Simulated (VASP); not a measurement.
Crystal: I.

```
I
1.0
     0.00000    2.36560    3.90984
     2.19225    0.00000    3.90984
     2.19225    2.36560    0.00000
I
1
Direct
  0.00000 0.00000 0.00000
```

* Program: VASP 6.6.1
* Task: single point
* Functional: PBE
* Potentials or basis: VASP PAW PBE potentials, release 64 (I)
* Cutoff: 520 eV
* k mesh: 9 × 9 × 9
* Occupations: fermi-dirac, width 0.05 eV
* Spin: no spin polarisation

On this cell: pressure 0.4 GPa; band gap on the k mesh none (metal or under the smearing width).

The same run follows on a disturbed copy (cell strained at random at fixed volume):

```xyz
1
Lattice="0.0452 2.3495 3.8970 2.2228 0.0462 3.8943 2.2663 2.3854 0.0036" Properties=species:S:1:pos:R:3 pbc="T T T"
I     0.0157    0.0051    0.0262
```

Problem. What changes?

Solution. The energy (extrapolated to zero smearing) moves by -6.3 meV/atom; pressure 0.4 GPa; band gap on the k mesh none (metal or under the smearing width).

Stress tensor (GPa, compression positive):
```
 0.45  1.43  0.00
 1.43  0.04 -0.01
 0.00 -0.01  0.80
```

The energy falls, though the first cell shows no forces: that form is unstable against this distortion, unless noise or another electronic state is at work.

Caveats: an odd number of electrons without spin polarisation forces a metal; a magnetic or distorted state may lie lower.
